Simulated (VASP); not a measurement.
# A VASP 6.6.1 single-point calculation on NaH

INCAR

```
NBANDS = 11
NELM = 62
IBRION = -1
LREAL = .FALSE.
LMAXMIX = 6
GGA = PE
ISIF = 2
EDIFF = 1E-7
SIGMA = 0.02
LASPH = .TRUE.
ISMEAR = -1
LWAVE = .FALSE.
NSW = 0
ENCUT = 520
LCHARG = .FALSE.
ISYM = 1
PREC = Accurate
```

KPOINTS

```
KPOINTS created by Atomic Simulation Environment
0
Gamma
10 10 10
0 0 0
```

POSCAR

```
Na H
 1.0000000000000000
     0.0000000000000000    2.5173879028999999    2.3417644326999998
     2.5173879028999999    0.0000000000000000    2.3417644326999998
     2.5173879028999999    2.5173879028999999    0.0000000000000000
 Na  H
   1   1
Cartesian
  0.0000000000000000  0.0000000000000000  0.0000000000000000
  2.5173879028999999  2.5173879028999999  2.3417644326999998
```

The recommended PBE PAW datasets give the neutral cell 8 valence electrons.

Command

```
mpirun -np 1 vasp_std
```

OSZICAR

```
N       E                     dE             d eps       ncg     rms          rms(c)
DAV:   1     0.383529314902E+02    0.38353E+02   -0.45263E+03  2268   0.738E+02
DAV:   2    -0.411522217613E+01   -0.42468E+02   -0.41580E+02  2348   0.195E+02
DAV:   3    -0.549348621750E+01   -0.13783E+01   -0.13761E+01  2692   0.336E+01
DAV:   4    -0.550333138163E+01   -0.98452E-02   -0.98443E-02  2611   0.290E+00
DAV:   5    -0.550342152960E+01   -0.90148E-04   -0.90147E-04  2583   0.284E-01    0.317E+00
DAV:   6    -0.515955480603E+01    0.34387E+00   -0.34918E-01  2600   0.270E+00    0.145E+00
DAV:   7    -0.506931309404E+01    0.90242E-01   -0.33596E-01  2547   0.210E+00    0.360E-01
DAV:   8    -0.507455891390E+01   -0.52458E-02   -0.10907E-02  2463   0.937E-01    0.732E-02
DAV:   9    -0.507443658883E+01    0.12233E-03   -0.13200E-03  2726   0.363E-01    0.231E-02
DAV:  10    -0.507442395493E+01    0.12634E-04   -0.71445E-05  2535   0.525E-02    0.471E-03
DAV:  11    -0.507442769367E+01   -0.37387E-05   -0.72463E-06  2524   0.118E-02    0.331E-03
DAV:  12    -0.507442734955E+01    0.34412E-06   -0.25920E-07  2638   0.342E-03    0.312E-04
DAV:  13    -0.507442736052E+01   -0.10974E-07   -0.57244E-09  1446   0.591E-04
   1 F= -.50744274E+01 E0= -.50744274E+01  d E =-.135849E-10
```

From OUTCAR

```
k-points           NKPTS =    102   k-points in BZ     NKDIM =    102   number of bands    NBANDS=     11

   NELECT =       8.0000    total number of electrons

   dimension x,y,z NGX =    28 NGY =   28 NGZ =   28
   dimension x,y,z NGXF=    56 NGYF=   56 NGZF=   56

  energy-cutoff  :      520.00
  volume of cell :       29.68
      direct lattice vectors                 reciprocal lattice vectors
     0.000000000  2.517387903  2.341764433    -0.198618576  0.198618576  0.213514217
     2.517387903  0.000000000  2.341764433     0.198618576 -0.198618576  0.213514217
     2.517387903  2.517387903  0.000000000     0.198618576  0.198618576 -0.213514217

 k-points in reciprocal lattice and weights: KPOINTS created by Atomic Simulation Env
   0.00000000  0.00000000  0.00000000       0.001
   0.10000000 -0.00000000  0.00000000       0.008
   0.20000000 -0.00000000  0.00000000       0.008
   0.30000000 -0.00000000  0.00000000       0.008
   0.40000000 -0.00000000  0.00000000       0.008
   0.50000000 -0.00000000  0.00000000       0.004
   0.10000000  0.10000000  0.00000000       0.002
   0.20000000  0.10000000  0.00000000       0.008
   ...

 E-fermi :  -0.8036

 k-point     1 :       0.0000    0.0000    0.0000
  band No.  band energies     occupation
      1     -23.4632      2.00000
      2     -23.4631      2.00000
      3     -23.4385      2.00000
      4      -4.7447      2.00000
      5       8.6459      0.00000
      6      13.8915      0.00000
      7      13.8915      0.00000
      8      14.2401      0.00000
      9      14.7150      0.00000
     10      14.7150      0.00000
     11      14.7510      0.00000

 k-point     2 :       0.1000   -0.0000    0.0000
  band No.  band energies     occupation
      1     -23.4684      2.00000
      2     -23.4644      2.00000
      3     -23.4415      2.00000
      4      -4.5789      2.00000
      5       8.1390      0.00000
      6      11.8885      0.00000
      7      13.1707      0.00000
      8      13.5443      0.00000
      9      15.4764      0.00000
     10      15.4816      0.00000
     11      15.6662      0.00000

 k-point     3 :       0.2000   -0.0000    0.0000
  band No.  band energies     occupation
      1     -23.4850      2.00000
      2     -23.4678      2.00000
      3     -23.4462      2.00000
      4      -4.0972      2.00000
      5       6.6625      0.00000
      6      10.3386      0.00000
      7      12.3678      0.00000
      8      12.9565      0.00000
      9      15.3982      0.00000
     10      16.3086      0.00000
     11      16.5375      0.00000

 k-point     4 :       0.3000   -0.0000    0.0000
  band No.  band energies     occupation
      1     -23.5079      2.00000
      2     -23.4720      2.00000
      3     -23.4496      2.00000
      4      -3.3587      2.00000
      5       4.7676      0.00000
      6       9.5775      0.00000
      7      11.7804      0.00000
      8      12.5644      0.00000
      9      14.6599      0.00000
     10      15.9736      0.00000
     11      17.2612      0.00000

 k-point     5 :       0.4000   -0.0000    0.0000
  band No.  band energies     occupation
      1     -23.5268      2.00000
      2     -23.4754      2.00000
      3     -23.4517      2.00000
      4      -2.5312      2.00000
      5       3.1385      0.00000
      6       9.2164      0.00000
      7      11.4250      0.00000
      8      12.3436      0.00000
      9      14.1488      0.00000
     10      15.5061      0.00000
     11      17.2421      0.00000

 ...

  Total       -0.2915339     -0.2915339      0.0664962      0.0000000     -0.0000000      0.0000000
  in kB      -15.7371511    -15.7371511      3.5894997      0.0000000     -0.0000000      0.0000000
  external PRESSURE =      -9.2949342 kB  Pullay stress =       0.0000000 kB

 POSITION                                       TOTAL-FORCE (eV/Angst)
 -----------------------------------------------------------------------------------
      0.00000      0.00000      0.00000         0.000000      0.000000     -0.000000
      2.51739      2.51739      2.34176         0.000000      0.000000      0.000000
 -----------------------------------------------------------------------------------
    total drift:                               -0.000000      0.000000      0.000000

  FREE ENERGIE OF THE ION-ELECTRON SYSTEM (eV)
  ---------------------------------------------------
  free  energy   TOTEN  =        -5.0744273605 eV

  energy  without entropy=       -5.0744273605  energy(sigma->0) =       -5.07442736
```

It converged. Results: gap between bands v and c on the k mesh 3.63 eV; least direct gap on the k mesh 4.52 eV; pressure -0.9 GPa. Band v is the last that the valence electrons fill when counted band by band, and c is the next.

For comparison, a separate PBE run of the intended cell, on usual settings and not on those above, gives a gap of 3.63 eV on its mesh and a pressure of -0.9 GPa.

The run above took about 32 s on one core of a shared host (Intel Xeon Platinum 8488C) and held 0.17 GiB at most.
